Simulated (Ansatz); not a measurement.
Write the native input for Ansatz 0.2.0 that does the following.

```
Task                                : band structure
Functional                          : r2SCAN
Potentials or basis                 : Ansatz PAW
Cutoff                              : 500 eV (not typed: the program's choice for these potentials)
k mesh                              : 11 × 11 × 11
Occupations                         : fermi-dirac, width 0.05 eV
Spin                                : no spin polarisation
Path                                : [["G", "X", "W", "K", "G", "L", "U", "W", "L", "K"], ["U", "X"]]
Points for each segment of the path : 14
```

The system is Ti.

```
CELL_PARAMETERS angstrom
0.00000 2.03000 2.03000
2.03000 0.00000 2.03000
2.03000 2.03000 0.00000
ATOMIC_POSITIONS crystal
Ti 0.00000 0.00000 0.00000
```

This isn't the form of Ti at room conditions, which is hcp.

These files were run (other wordings do the same):

input.yaml

```yaml
crystal:
  lattice:
    - [0.0, 2.03, 2.03]
    - [2.03, 0.0, 2.03]
    - [2.03, 2.03, 0.0]
  atoms:
    - { symbol: Ti, position: [0.0, 0.0, 0.0] }
hamiltonian:
  xc: r2scan
  pseudopotentials: { kind: paw }
kpoints:
  mp_grid: { grid: [11, 11, 11] }
  band_path:
    path:
      - [[0.0, 0.0, 0.0], [0.5, 0.0, 0.5], [0.5, 0.25, 0.75], [0.375, 0.375, 0.75], [0.0, 0.0, 0.0], [0.5, 0.5, 0.5], [0.625, 0.25, 0.625], [0.5, 0.25, 0.75], [0.5, 0.5, 0.5], [0.375, 0.375, 0.75]]
      - [[0.625, 0.25, 0.625], [0.5, 0.0, 0.5]]
    npoints: 14
scf:
  occupations: { method: fermi_dirac, width: 0.05 }
  n_extra_bands: 6
output:
  forces: true
  stress: true
  eigenvalues: true
  fatbands: true
```

Potentials or basis: Ansatz PAW.

Launch:

```bash
$ ansatz run input.yaml --threads 2 --pin off --max-ram 5632MiB --backend cpu --events-out ev --progress --plain --runs-dir out
```

It gave:

```yaml
Pressure: 4.2 GPa
Band_gap_on_the_k_mesh: none (metal or under the smearing width)
```

Caveat: the PAW data sets come from PBE, with cores solved anew for the run's functional, which leaves a small shift of forces and pressure.

It took 2.2 s on 2 threads of Arm Neoverse V1, with other jobs on the host, peak memory 0.33 GiB.
